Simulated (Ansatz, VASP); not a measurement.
## One calculation of Cu, two programs

```
Cu
1.0
     2.59344    0.00000    0.00000
    -1.29672    2.24598    0.00000
     0.00000    0.00000    4.23505
Cu
2
Cartesian
  0.0000 1.4973 1.0588
  1.2967 0.7487 3.1763
```

Alike in both runs: functional PBE; k mesh 18 × 18 × 10; occupations gaussian, width 0.1 eV; no spin polarisation.

Ansatz relaxed the structure, and its values are those at the end. VASP's run is a single point on that final structure, the one shown.

```csv
,VASP,Ansatz
version,VASP 6.6.1,Ansatz 0.2.0
potentials or method,"VASP PAW PBE potentials, release 64 (Cu)","scalar-relativistic, plane waves, PAW"
plane-wave cutoff (eV),520,420
valence electrons in the cell,22,38
```

|  | VASP | Ansatz | Ansatz less VASP |
| --- | --- | --- | --- |
| gap on the k mesh at the Fermi level (eV) | none | none | - |
| pressure (GPa) | -2.7 | -3.8 | -1.11 |

A gap of «none» marks a metal or a gap that the smearing closes. The two sets of potentials don't hold the same shells in valence.
